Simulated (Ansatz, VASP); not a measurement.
# BN: VASP beside Ansatz

Contents of INCAR:

```
PREC = Accurate ; ENCUT = 520
EDIFF = 1E-6 ; ISMEAR = 0
SIGMA = 0.02 ; LREAL = F
LASPH = T ; NELM = 100
ALGO = Normal ; ISIF = 2
LWAVE = F ; LCHARG = F
GGA = PS ; IBRION = 2
NSW = 60 ; EDIFFG = -0.002
```

File KPOINTS:

```
Automatic mesh
0
Gamma
  9 9 6
```

POSCAR

```
BN
1.0
    2.5421534747      0.0000000000      0.0000000000
   -1.2710767373      2.2015694894      0.0000000000
    0.0000000000      0.0000000000      4.1606277790
B N
2 2
Direct
    0.3333333333      0.6666666667     -0.0003417976
    0.6666666667      0.3333333333      0.4996582024
    0.3333333333      0.6666666667      0.3743417976
    0.6666666667      0.3333333333      0.8743417976
```

Input for Ansatz:

```yaml
crystal:
  lattice:
    - [2.5421534747, 0.0, 0.0]
    - [-1.2710767373, 2.2015694894, 0.0]
    - [0.0, 0.0, 4.160627779]
  atoms:
    - { symbol: B, position: [0.3333333333, 0.6666666667, -0.0003417976] }
    - { symbol: B, position: [0.6666666667, 0.3333333333, 0.4996582024] }
    - { symbol: "N", position: [0.3333333333, 0.6666666667, 0.3743417976] }
    - { symbol: "N", position: [0.6666666667, 0.3333333333, 0.8743417976] }
basis:
  ecutwfc: 600.0
kpoints:
  mp_grid: { grid: [9, 9, 6] }
hamiltonian:
  xc: pbesol
  pseudopotentials: { kind: paw, azcp: { folder: soft_1 } }
scf:
  occupations: { method: gaussian, width: 0.02 }
output:
  forces: true
  stress: true
  eigenvalues: true
relax:
  adjacent_minimum: "off"
  f_tol: 0.002
  max_steps: 40
```

Change from the starting cell: strained cell.

Alike in both runs: task relaxation of the atoms; functional PBEsol; k mesh 9 × 9 × 6; occupations gaussian, width 0.02 eV; no spin polarisation.

|  | VASP | Ansatz |
| --- | --- | --- |
| version | VASP 6.6.1 | Ansatz 0.2.0 |
| potentials or method | VASP PAW PBE potentials, release 64 (B, N) | scalar-relativistic, plane waves, PAW |
| plane-wave cutoff (eV) | 520 | 600 |
| valence electrons in the cell | 16 | 16 |

VASP gave:

* gap on the k mesh at the Fermi level, each at its own relaxed structure (eV): 4.98

Problem. Estimate Ansatz's values.

Solution. gap on the k mesh at the Fermi level, each at its own relaxed structure (eV): 5.00.

Ansatz warned: «pseudo_functional_mismatch».

Caveats: the relaxation stopped at its first step, so nothing moved; an odd mesh through Γ misses points on the zone boundary, where band edges often lie.
